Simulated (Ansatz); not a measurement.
Runs of Ansatz 0.2.0 on SnO. Symmetry: P4/nmm, No. 129, tetragonal system. The conventional cell has a = 3.814 Å, b = 3.814 Å, c = 4.887 Å, α = 90.00°, β = 90.00°, γ = 90.00°. Around Sn (site symmetry 4mm) lie 4 O at 2.23 Å. Around O (site symmetry -4m2) lie 4 Sn at 2.23 Å. The cell is a database's computed one.

| task | level | potentials or basis | k mesh | cutoff (eV) | smearing | basis error allowed | gap on the mesh (eV) | pressure (GPa) | V0 of scaled cells (Å³/atom) | B0 (GPa) | largest force (eV/Å) |
| --- | --- | --- | --- | --- | --- | --- | --- | --- | --- | --- | --- |
| electric field gradients | PBE | all-electron PAW datasets made for the crystal | 7 × 7 × 6 | 360 | fermi-dirac 0.05 eV | - | 0.37 | 3.6 | - | - | 0.37 |
| single point | PBE | all-electron LAPW, scalar-relativistic | 7 × 7 × 6 | 345 | fermi-dirac 0.05 eV | 0.001 eV/atom | 0.37 | 3.6 | - | - | 0.37 |
| equation of state | PBEsol | all-electron LAPW, scalar-relativistic | 7 × 7 × 6 | - | fermi-dirac 0.05 eV | 0.002 eV/atom | - | - | 17.66 | (c) | - |
| equation of state | PBE | all-electron LAPW, scalar-relativistic | 7 × 7 × 6 | - | fermi-dirac 0.05 eV | 0.001 eV/atom | - | - | 18.47 | (b) | - |
| single point | PBE | all-electron LAPW, scalar-relativistic | 4 × 4 × 4 | 318 | fermi-dirac 0.03 eV | 0.002 eV/atom | (a) | 3.6 | - | - | 0.38 |
| Wannier functions | PBE | all-electron PAW datasets made for the crystal | 7 × 7 × 6 | 400 | fixed | - | 0.37 | 3.6 | - | - | 0.37 |
| equation of state | LDA | all-electron LAPW, scalar-relativistic | 7 × 7 × 6 | - | fermi-dirac 0.05 eV | 0.002 eV/atom | - | - | 17.16 | (d) | - |
| band structure | PBE | all-electron LAPW, scalar-relativistic | 7 × 7 × 6 | 318 | fermi-dirac 0.05 eV | 0.002 eV/atom | 0.37 | 3.6 | - | - | 0.37 |
| band structure | LDA | all-electron LAPW, scalar-relativistic | 7 × 7 × 6 | 318 | fermi-dirac 0.05 eV | 0.002 eV/atom | 0.46 | -3.3 | - | - | 0.24 |
| band structure | PBEsol | all-electron LAPW, scalar-relativistic | 7 × 7 × 6 | 318 | fermi-dirac 0.05 eV | 0.002 eV/atom | 0.36 | -0.6 | - | - | 0.07 |

Alike in all rows: no spin polarisation; cell as given.

Problem. Fill in the values left out.

Solution. (a) 0.15; (b) 85; (c) 95; (d) 103.

Caveats: spin-orbit coupling is left out, which moves the levels of the heavy elements (some runs); an odd mesh through Γ misses points on the zone boundary, where band edges often lie (some runs); the cell was scaled at fixed shape and fractional positions, which overstates the stiffness of a crystal with free parameters, most of all of layers and chains (some runs); the mesh misses the band edges, which the band path finds closer together (some runs).

A k mesh can miss the band edges, and the runs leave out spin-orbit coupling on Sn.

Not every run made on this cell is shown here.
